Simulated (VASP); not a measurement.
# TiAl3 under changes of volume

One of the cells (15.578 Å³/atom); the others are scaled copies at fixed shape and fractional positions:

```
Ti Al
1.0
    -1.90888    1.90888    4.27525
     1.90888   -1.90888    4.27525
     1.90888    1.90888   -4.27525
Ti Al
1 3
Direct
  0.00000 0.00000 0.00000
  0.25000 0.75000 0.50000
  0.75000 0.25000 0.50000
  0.50000 0.50000 0.00000
```

The cell comes from a database or a generator and needn't be the stable form of this composition.

- Program: VASP 6.6.1
- Functional: PBEsol
- Potentials or basis: VASP PAW PBE potentials, release 64 (Ti_sv, Al)
- Cutoff: 520 eV
- k mesh: 8 × 8 × 8
- Occupations: fermi-dirac, width 0.05 eV
- Spin: no spin polarisation

```tsv
volume (Å³/atom)	energy over the lowest point (meV/atom)	pressure (GPa)
14.955	9.33	4.9
15.267	2.26	2.3
15.578	0.00	0.0
15.890	?	?
16.201	8.08	-4.0
```

Q: What does the run at 15.890 Å³/atom give?

A: Energy over the lowest point 2.08 meV/atom; pressure -2.1 GPa.

Worked out: A Birch-Murnaghan fit of order 2 (a polynomial in V^(-2/3)) to the other rows has its minimum at 15.58 Å³/atom with B0 = V·E''(V) = 112 GPa at fixed shape and positions, which overstates the stiffness. It gives 2.08 meV/atom at 15.890 Å³/atom, against the run's 2.08, and -dE/dV = -2.1 GPa, against -2.1.

Energies are extrapolated to zero smearing.

Caveats: the PAW data sets were made with another functional, which shifts forces and pressure a little.
